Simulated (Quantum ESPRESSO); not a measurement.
A run of Quantum ESPRESSO 7.5:

The input pw.in:

```
&CONTROL
  calculation = 'scf'
  prefix = 'pwscf'
  outdir = './tmp'
  pseudo_dir = './pseudo'
  tprnfor = .true.
  tstress = .true.
  disk_io = 'nowf'
/
&SYSTEM
  ibrav = 0
  nat = 2
  ntyp = 2
  ecutwfc = 60
  ecutrho = 480
  nbnd = 9
  occupations = 'smearing'
  smearing = 'fd'
  degauss = 0.00367493
/
&ELECTRONS
  conv_thr = 4d-10
  electron_maxstep = 120
  mixing_beta = 0.5
/
ATOMIC_SPECIES
N     14.0070 N.pbe-n-radius_5.UPF
B     10.8100 b_pbe_v1.4.uspp.F.UPF
CELL_PARAMETERS angstrom
   1.2511217832    0.7223354983    3.3729344033
  -1.2511217832    0.7223354983    3.3729344033
   0.0000000000   -1.4446709966    3.3729344033
ATOMIC_POSITIONS crystal
N      0.6913950000    0.6601140000    0.6460690000
B     -0.0137900000    0.0128690000    0.0161470000
K_POINTS automatic
12 12 12 0 0 0
```

Potentials or basis: SSSP 1.3 efficiency PBE.

The run is started by

```console
$ OMP_NUM_THREADS=1 pw.x -in pw.in > pw.out
```

Hardware: 1 thread of AMD EPYC 7R43 64-Core Processor (Zen 3), with other jobs on the host.

Question: How long does it take, and how much memory?

Answer: It took 120 s on 1 thread of AMD EPYC 7R43 64-Core Processor (Zen 3) (shared host), peak memory 0.17 GiB. Counts: scf iterations 9, bands 9, k points 868, g dense 21969.
